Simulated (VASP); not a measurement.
# CdS (F-43m) in VASP: settings compared, part 2 of 2

VASP 6.6.1.

## Step 3: Relaxation of cell and atoms, PBEsol

File INCAR:

```
SYSTEM = CdS
PREC = Accurate ; ENCUT = 600
EDIFF = 1E-7 ; ISMEAR = 0
SIGMA = 0.02 ; LREAL = .False.
LASPH = .True. ; NELM = 60
ALGO = Normal ; ISIF = 3
LWAVE = .False. ; LCHARG = .False.
GGA = PS ; IBRION = 2
NSW = 90 ; EDIFFG = -0.005
```

File KPOINTS:

```
Automatic mesh
0
Gamma
  4 4 4
  0 0 0
```

File POSCAR:

```
CdS
1.0
    0.0000000000      2.9429534600      2.9429534600
    2.9429534600      0.0000000000      2.9429534600
    2.9429534600      2.9429534600      0.0000000000
Cd S
1 1
Direct
    0.0000000000      0.0000000000      0.0000000000
    0.7500000000      0.7500000000      0.7500000000
```

Potentials or basis: VASP PAW PBE potentials, release 64 (Cd, S).

Launch:

```bash
> cat potpaw_PBE.64/Cd/POTCAR potpaw_PBE.64/S/POTCAR > POTCAR
> mpirun -np 1 vasp_std > vasp.out
```

OUTCAR:

```text
SYSTEM = CdS
   PREC = Accurate
   ENCUT = 600
   EDIFF = 1E-7
   ISMEAR = 0
   LREAL = .False.
   LASPH = .True.
   NELM = 60
   ISIF = 3
   GGA = PS
   IBRION = 2
   NSW = 90
   EDIFFG = -0.005

 ion  position               nearest neighbor table
   1  0.000  0.000  0.000-   2 2.55   2 2.55   2 2.55   2 2.55
   2  0.750  0.750  0.750-   1 2.55   1 2.55   1 2.55   1 2.55

  LATTYP: Found a face centered cubic cell.
 ALAT       =     5.8859069200

  Lattice vectors:

 A1 = (   0.0000000000,   2.9429534600,   2.9429534600)
 A2 = (   2.9429534600,   0.0000000000,   2.9429534600)
 A3 = (   2.9429534600,   2.9429534600,   0.0000000000)

Analysis of symmetry for initial positions (statically):
=====================================================================
 Subroutine PRICEL returns:
 Original cell was already a primitive cell.

 Routine SETGRP: Setting up the symmetry group for a
 face centered cubic supercell.

 Subroutine GETGRP returns: Found 24 space group operations
 (whereof 24 operations were pure point group operations)
 out of a pool of 48 trial point group operations.

[... 140 lines left out ...]

 Free energy of the ion-electron system (eV)
  ---------------------------------------------------
  ext. energy  EPLUGINS =         0.00000000
  ---------------------------------------------------
  free energy    TOTEN  =        -6.77271992 eV

  energy without entropy =       -6.77271992  energy(sigma->0) =       -6.77271992

------------------------ aborting loop because EDIFF is reached ----------------------------------------

  FORCE on cell =-STRESS in cart. coord.  units (eV):
  Direction    XX          YY          ZZ          XY          YZ          ZX
  --------------------------------------------------------------------------------------
  -------------------------------------------------------------------------------------
  Total       -0.4218150     -0.4218150     -0.4218150      0.0000000      0.0000000     -0.0000000
  in kB      -13.2572194    -13.2572194    -13.2572194      0.0000000      0.0000000     -0.0000000
  external PRESSURE =     -13.2572194 kB  Pullay stress =       0.0000000 kB
[... 59 lines left out ...]
--------------------------------------- Ionic step        3  -------------------------------------------

 number of electron      17.9999999 magnetization

 Free energy of the ion-electron system (eV)
  ---------------------------------------------------
  ext. energy  EPLUGINS =         0.00000000
  ---------------------------------------------------
  free energy    TOTEN  =        -6.77759099 eV

  energy without entropy =       -6.77759099  energy(sigma->0) =       -6.77759099

 E-fermi :   1.2876     XC(G=0):  -9.3490

 val. band max:        1.2005468574   @ k =   0.0000   0.0000   0.0000
 cond. band min:       2.1871540453   @ k =   0.0000   0.0000   0.0000
 fundamental gap:      0.9866071879
 Fermi energy:         1.2875644506

 k-point     1 :       0.0000    0.0000    0.0000
  band No.  band energies     occupation
      1     -11.1554      2.00000
      2      -6.5358      2.00000
      3      -6.5358      2.00000
      4      -6.5358      2.00000
      5      -6.0563      2.00000
      6      -6.0563      2.00000
      7       1.2005      2.00000
      8       1.2005      2.00000
      9       1.2005      2.00000
     10       2.1872      0.00000
     11       7.6287      0.00000
     12       7.6287      0.00000
     13       7.6287      0.00000
[... 139 lines left out ...]
  FREE ENERGIE OF THE ION-ELECTRON SYSTEM (eV)
  ---------------------------------------------------
  free  energy   TOTEN  =        -6.7775909866 eV

  energy  without entropy=       -6.7775909866  energy(sigma->0) =       -6.77759099

 reached required accuracy - stopping structural energy minimisation
```

OSZICAR:

```text
N       E                     dE             d eps       ncg     rms          rms(c)
DAV:   1     0.128060664798E+03    0.12806E+03   -0.10048E+04   208   0.143E+03
DAV:   2    -0.147166596283E+01   -0.12953E+03   -0.12438E+03   228   0.321E+02
DAV:   3    -0.724363898249E+01   -0.57720E+01   -0.57415E+01   258   0.701E+01
[... 26 lines left out ...]
DAV:   3    -0.677770419222E+01    0.95783E-03   -0.27427E-03   218   0.639E-01    0.233E-01
DAV:   4    -0.677760291757E+01    0.10127E-03   -0.15469E-04   213   0.144E-01    0.466E-02
DAV:   5    -0.677759107817E+01    0.11839E-04   -0.33042E-05   243   0.941E-02    0.129E-02
DAV:   6    -0.677759088794E+01    0.19023E-06   -0.44427E-06   213   0.286E-02    0.737E-03
DAV:   7    -0.677759098664E+01   -0.98698E-07   -0.31458E-07   210   0.465E-03
   3 F= -.67775910E+01 E0= -.67775910E+01  d E =-.487106E-02
```

Run time: 16 s. Hardware: 1 thread of AMD EPYC 9R45 (Zen 5), shared host; peak memory 0.18 GiB.

What came out:

```
Free energy                            : -6.7776 eV
Relaxed volume                         : 24.91 Å³/atom
Relaxed cell                           : a = 4.130 Å, b = 4.130 Å, c = 4.130 Å, α = 60.00°, β = 60.00°, γ = 60.00°
Space group after relaxing (to 0.05 Å) : F-43m (No. 216)
Energy gained by relaxing              : 2.4 meV/atom
Ionic steps                            : 3
Pressure after relaxing                : 0.0 GPa
Band gap on the k mesh                 : 0.99 eV, direct
```

Step by step:
| step | energy change (eV) | largest force (eV/Å) | pressure (GPa) | volume (Å³) |
| --- | --- | --- | --- | --- |
| 1 | 0.0000 | 0.0000 | -1.33 | 50.98 |
| 2 | -0.0043 | 0.0000 | 0.48 | 49.44 |
| 3 | -0.0049 | 0.0000 | -0.02 | 49.82 |

Final structure:
```
Cd S
1.0
     0.00000    2.92059    2.92059
     2.92059    0.00000    2.92059
     2.92059    2.92059    0.00000
Cd S
1 1
Direct
  0.00000 0.00000 0.00000
  0.75000 0.75000 0.75000
```

Caveat: the k mesh is coarse (spacing up to 0.46 Å⁻¹), so the values aren't converged; the PAW data sets were made with another functional, which shifts forces and pressure a little.

## Step 4: Single point, PBEsol

File INCAR:

```
SYSTEM = CdS
PREC = Accurate ; ENCUT = 520
EDIFF = 1E-7 ; ISMEAR = 0
SIGMA = 0.02 ; LREAL = .False.
LASPH = .True. ; NELM = 60
ALGO = Normal ; ISIF = 2
LWAVE = .False. ; LCHARG = .True.
GGA = PS ; LELF = .True.
LVHAR = .True. ; NBANDS = 16
```

File KPOINTS:

```
Automatic mesh
0
Gamma
  8 8 8
  0 0 0
```

POSCAR is that of step 3.

Launch:

```bash
> cat potpaw_PBE.64/Cd/POTCAR potpaw_PBE.64/S/POTCAR > POTCAR
> mpirun -np 1 vasp_std > vasp.out
```

It took 16 s on 1 thread of AMD EPYC 9R45 (Zen 5), shared host; peak memory 0.15 GiB.

The run converged. Its results:

```
Free energy            : -6.8079 eV
Pressure               : -1.5 GPa
Band gap on the k mesh : 0.95 eV, direct
```

Levels at points of the mesh, in eV from the valence-band top:
```tsv
k point	band 7	band 8	band 9	band 10	band 11	band 12
(0.00, 0.00, 0.00)	0.00	0.00	0.00	0.95	6.45	6.45
(0.50, 0.00, 0.00)	-4.32	-0.73	-0.73	2.85	6.91	6.91
(0.50, 0.50, 0.00)	-3.90	-1.82	-1.82	3.44	4.22	8.96
```

Caveat: the PAW data sets were made with another functional, which shifts forces and pressure a little.

## Step 5: Relaxation of cell and atoms, PBEsol

File INCAR:

```
SYSTEM = CdS
PREC = Accurate ; ENCUT = 580
EDIFF = 1E-7 ; ISMEAR = 0
SIGMA = 0.02 ; LREAL = .False.
LASPH = .True. ; NELM = 60
ALGO = Normal ; ISIF = 3
LWAVE = .False. ; LCHARG = .False.
GGA = PS ; IBRION = 2
NSW = 90 ; EDIFFG = -0.005
```

KPOINTS is that of step 4.

POSCAR is that of step 4.

Launch:

```bash
> cat potpaw_PBE.64/Cd/POTCAR potpaw_PBE.64/S/POTCAR > POTCAR
> mpirun -np 1 vasp_std > vasp.out
```

It took 42 s on 1 thread of AMD EPYC 9R45 (Zen 5), shared host; peak memory 0.19 GiB.

The run converged. Its results:

| Quantity | Value |
| --- | --- |
| Free energy | -6.8141 eV |
| Relaxed volume | 24.84 Å³/atom |
| Relaxed cell | a = 4.126 Å, b = 4.126 Å, c = 4.126 Å, α = 60.00°, β = 60.00°, γ = 60.00° |
| Space group after relaxing (to 0.05 Å) | F-43m (No. 216) |
| Energy gained by relaxing | 3.1 meV/atom |
| Ionic steps | 3 |
| Pressure after relaxing | 0.0 GPa |
| Band gap on the k mesh | 1.01 eV, direct |

The path:
```csv
step,energy change (eV),largest force (eV/Å),pressure (GPa),volume (Å³)
1,0.0000,0.0000,-1.48,50.98
2,-0.0054,0.0000,0.54,49.26
3,-0.0061,0.0000,-0.02,49.68
```

Final structure:
```
CELL_PARAMETERS angstrom
0.00000 2.91785 2.91785
2.91785 0.00000 2.91785
2.91785 2.91785 0.00000
ATOMIC_POSITIONS crystal
Cd 0.00000 0.00000 0.00000
S 0.75000 0.75000 0.75000
```

Levels at points of the mesh, in eV from the valence-band top:
| k point | band 5 | band 6 | band 7 | band 8 | band 9 | band 10 | band 11 | band 12 | band 13 |
| --- | --- | --- | --- | --- | --- | --- | --- | --- | --- |
| (0.00, 0.00, 0.00) | -7.24 | -7.24 | 0.00 | 0.00 | 0.00 | 1.01 | 6.45 | 6.45 | 6.45 |
| (0.50, 0.00, 0.00) | -7.20 | -6.86 | -4.47 | -0.76 | -0.76 | 2.89 | 6.91 | 6.91 | 7.32 |
| (0.50, 0.50, 0.00) | -7.15 | -6.79 | -4.01 | -1.91 | -1.91 | 3.39 | 4.25 | 9.07 | 10.66 |

Caveat: the PAW data sets were made with another functional, which shifts forces and pressure a little. PBEsol gaps usually lie below the measured ones, often by a third to a half.

## Step 6: Relaxation of cell and atoms, RPBE

File INCAR:

```
SYSTEM = CdS
PREC = Accurate ; ENCUT = 600
EDIFF = 1E-7 ; ISMEAR = 0
SIGMA = 0.02 ; LREAL = .False.
LASPH = .True. ; NELM = 60
ALGO = Normal ; ISIF = 3
LWAVE = .False. ; LCHARG = .False.
GGA = RP ; IBRION = 2
NSW = 90 ; EDIFFG = -0.005
```

KPOINTS is that of step 5.

POSCAR is that of step 5.

Potentials or basis: VASP PAW PBE potentials, release 64 (Cd, S).

Launch:

```bash
> cat potpaw_PBE.64/Cd/POTCAR potpaw_PBE.64/S/POTCAR > POTCAR
> mpirun -np 1 vasp_std > vasp.out
```

Wall time 47 s (1 thread of AMD EPYC 9R45 (Zen 5), shared host); peak memory 0.19 GiB.

The run converged. Its results:

```
Free energy                            : -5.5266 eV
Relaxed volume                         : 27.21 Å³/atom
Relaxed cell                           : a = 4.254 Å, b = 4.254 Å, c = 4.254 Å, α = 60.00°, β = 60.00°, γ = 60.00°
Space group after relaxing (to 0.05 Å) : F-43m (No. 216)
Energy gained by relaxing              : 18.2 meV/atom
Ionic steps                            : 3
Pressure after relaxing                : 0.0 GPa
Band gap on the k mesh                 : 1.13 eV, direct
```

Step by step:
| step | energy change (eV) | largest force (eV/Å) | pressure (GPa) | volume (Å³) |
| --- | --- | --- | --- | --- |
| 1 | 0.0000 | 0.0000 | 3.59 | 50.98 |
| 2 | -0.0344 | 0.0000 | -0.72 | 55.31 |
| 3 | -0.0364 | 0.0000 | 0.02 | 54.43 |

Final structure:
```
CELL_PARAMETERS angstrom
0.00000 3.00790 3.00790
3.00790 0.00000 3.00790
3.00790 3.00790 0.00000
ATOMIC_POSITIONS crystal
Cd 0.00000 0.00000 0.00000
S 0.75000 0.75000 0.75000
```

Levels at points of the mesh, in eV from the valence-band top:
| k point | band 5 | band 6 | band 7 | band 8 | band 9 | band 10 | band 11 | band 12 | band 13 |
| --- | --- | --- | --- | --- | --- | --- | --- | --- | --- |
| (0.00, 0.00, 0.00) | -7.09 | -7.09 | 0.00 | 0.00 | 0.00 | 1.13 | 6.63 | 6.63 | 6.63 |
| (0.50, 0.00, 0.00) | -7.06 | -6.78 | -3.81 | -0.62 | -0.62 | 3.00 | 7.08 | 7.08 | 7.40 |
| (0.50, 0.50, 0.00) | -7.02 | -6.72 | -3.51 | -1.56 | -1.56 | 3.89 | 4.30 | 9.10 | 10.36 |

Caveat: the PAW data sets were made with another functional, which shifts forces and pressure a little.

## Step 7: Summary

| task | level | cell | k mesh | cutoff (eV) | mesh quality | gap on the mesh (eV) | pressure (GPa) | relaxed volume (Å³/atom) |
| --- | --- | --- | --- | --- | --- | --- | --- | --- |
| relaxation of cell and atoms | PBEsol | relaxed | 4 × 4 × 4 | 600 | coarse | 0.99 | 0.0 | 24.91 |
| single point | PBEsol | as given | 8 × 8 × 8 | 520 | not flagged | 0.95 | -1.5 | - |
| relaxation of cell and atoms | PBEsol | relaxed | 8 × 8 × 8 | 580 | not flagged | 1.01 | 0.0 | 24.84 |
| relaxation of cell and atoms | RPBE | relaxed | 8 × 8 × 8 | 600 | not flagged | 1.13 | 0.0 | 27.21 |

Alike in all rows: potentials or basis VASP PAW PBE potentials, release 64 (Cd, S); no spin polarisation; smearing gaussian 0.02 eV.

Caveats: some runs use coarse meshes; the PAW data sets were made with another functional, which shifts forces and pressure a little.

Absolute energies hang on the potentials; compare differences alone.
